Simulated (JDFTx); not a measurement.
BAs:

```
As B
1.0
     0.00000    2.38850    2.38850
     2.38850    0.00000    2.38850
     2.38850    2.38850    0.00000
As B
1 1
Direct
  0.75000 0.75000 0.75000
  0.00000 0.00000 0.00000
```

Base run:

```yaml
Program: JDFTx 1.7.0 (patched build)
Functional: LDA
Potentials_or_basis: PseudoDojo-SR-LDA-0.4.1-standard with smoothed tails
Cutoff: 1088 eV
Density_cutoff: 8708 eV
k_mesh: 10 × 10 × 10
Occupations: fermi-dirac, width 0.05 eV
Spin: no spin polarisation
```

Its results: band gap on the k mesh 1.14 eV, indirect (least direct gap 3.26 eV); pressure -4.2 GPa.

Q: The run is repeated on the same cell with these changes: functional from LDA to r2SCAN; potentials or basis from PseudoDojo-SR-LDA-0.4.1-standard with smoothed tails to SG15-PBE-1.2 with smoothed tails; valence electrons from 18 to 8. What comes out?

A: Band gap on the k mesh 1.29 eV, indirect (least direct gap 3.42 eV); pressure 2.0 GPa.

Caveats: the potentials were made for another functional, which shifts forces and pressure (some runs).

A k mesh can miss the band edges.
